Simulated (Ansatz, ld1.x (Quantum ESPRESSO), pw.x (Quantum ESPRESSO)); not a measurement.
# What a changed setting does to a pw.x run (fcc Ga)

Potential: norm-conserving RRKJ (Kleinman–Bylander form), ld1.x (Quantum ESPRESSO) 7.5, PBEsol; core [Ar] 3d10, reference 4s2 4p0; waves: 4p (bound, empty): rc 2.15 bohr; 4d channel at -0.15 Ry: rc 2.35 bohr; 4s (bound): rc 2.00 bohr; local part: the s channel; core correction: a·sin(br)/r model core, default radius (core density twice the valence density); rho0 0.01.

The reference run (k-mesh 14³, cutoffs 50/200 Ry, Fermi–Dirac 0.01 Ry, mixing_beta 0.4, conv_thr 1e-9, no spin) gives -0.36 GPa at 17.717 Å³/atom, where all-electron LAPW gives 0.07 GPa. This run, with its own iteration cap, changes smearing to mv.

```
&control
  calculation='scf', prefix='x', pseudo_dir='./', outdir='./tmp', tstress=.true., disk_io='none'
/
&system
  ibrav=0, nat=1, ntyp=1, ecutwfc=50, ecutrho=200, nbnd=8,
  occupations='smearing', smearing='mv', degauss=0.01
/
&electrons
  conv_thr=1e-09, mixing_beta=0.4, electron_maxstep=60
/
ATOMIC_SPECIES
Ga 1.0 Ga.UPF
CELL_PARAMETERS angstrom
  0.00000000 2.06912501 2.06912501
  2.06912501 0.00000000 2.06912501
  2.06912501 2.06912501 0.00000000
ATOMIC_POSITIONS crystal
Ga 0.0000 0.0000 0.0000
K_POINTS automatic
14 14 14 0 0 0
```

```bash
pw.x < Ga.scf.in > Ga.scf.out
```

**Question.** How does the run end?

**Answer.** It converges in 8 iterations; the free energy moves by +9.6 meV/atom and the pressure by -0.17 GPa. This scheme is built to cancel the term in the square of the width that Fermi–Dirac smearing leaves in the F of a metal.

```
Message from routine setup:
     using ibrav=0 with symmetry is DISCOURAGED, use correct ibrav instead
     lattice parameter (alat)  =       5.5297  a.u.
     unit-cell volume          =     119.5602 (a.u.)^3
     number of electrons       =         3.00
     number of Kohn-Sham states=            8
     kinetic-energy cutoff     =      50.0000  Ry
     charge density cutoff     =     200.0000  Ry
     scf convergence threshold =      1.0E-09
     Exchange-correlation= PBESOL
     number of k points=   104  Marzari-Vanderbilt smearing, width (Ry)=  0.0100
     iteration #  1     ecut=    50.00 Ry     beta= 0.40
     total energy              =      -7.36115008 Ry
     estimated scf accuracy    <       0.04350669 Ry
     iteration #  2     ecut=    50.00 Ry     beta= 0.40
     total energy              =      -7.35583671 Ry
     estimated scf accuracy    <       0.01394906 Ry
     iteration #  3     ecut=    50.00 Ry     beta= 0.40
     total energy              =      -7.35649091 Ry
     estimated scf accuracy    <       0.00000705 Ry
     iteration #  4     ecut=    50.00 Ry     beta= 0.40
     c_bands:  1 eigenvalues not converged
     c_bands:  1 eigenvalues not converged
     c_bands:  2 eigenvalues not converged
     c_bands:  1 eigenvalues not converged
     c_bands:  3 eigenvalues not converged
     c_bands:  2 eigenvalues not converged
     [... 39 repeated lines left out ...]
     total energy              =      -7.35657818 Ry
     estimated scf accuracy    <       0.00000096 Ry
     iteration #  5     ecut=    50.00 Ry     beta= 0.40
     [... 6 repeated lines left out ...]
     total energy              =      -7.35657841 Ry
     estimated scf accuracy    <       0.00000001 Ry
     iteration #  6     ecut=    50.00 Ry     beta= 0.40
     [... 2 repeated lines left out ...]
     total energy              =      -7.35657844 Ry
     estimated scf accuracy    <       0.00000002 Ry
     iteration #  7     ecut=    50.00 Ry     beta= 0.40
     total energy              =      -7.35657843 Ry
     estimated scf accuracy    <       0.00000002 Ry
     iteration #  8     ecut=    50.00 Ry     beta= 0.40
     the Fermi energy is     6.4191 ev
!    total energy              =      -7.35657843 Ry
     estimated scf accuracy    <          7.9E-11 Ry
     smearing contrib. (-TS)   =       0.00011510 Ry
     The total energy is F=E-TS. E is the sum of the following terms:
     one-electron contribution =       2.73403247 Ry
     hartree contribution      =       0.01534689 Ry
     xc contribution           =      -4.82948478 Ry
     ewald contribution        =      -5.27658811 Ry
     convergence has been achieved in   8 iterations
          total   stress  (Ry/bohr**3)                   (kbar)     P=       -5.35
     Message from routine punch:
     Nothing written, as per user request (disk_io='none')
```

The run took about 8.5 s on one core of a shared host (Neoverse-V1, 32 threads, 247 GiB, load 15).
